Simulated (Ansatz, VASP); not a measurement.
Rb: VASP beside Ansatz

```
Rb
1.0
    -2.61234    2.61234    2.61234
     2.61234   -2.61234    2.61234
     2.61234    2.61234   -2.61234
Rb
1
Direct
  0.00000 0.00000 0.00000
```

Alike in both runs: task single point; functional LDA; k mesh 14 × 14 × 14; occupations fermi-dirac, width 0.1 eV; no spin polarisation.

```csv
,VASP,Ansatz
version,VASP 6.6.1,Ansatz 0.2.0
potentials or method,"VASP PAW LDA potentials, release 64 (Rb_sv)","plane waves (420 eV) with PAW, scalar-relativistic"
plane-wave cutoff (eV),520,420
valence electrons in the cell,9,9
```

```csv
,VASP,Ansatz,Ansatz less VASP
pressure (GPa),0.4,0.4,+0.01
```

Ansatz warned: «pseudo_functional_mismatch».
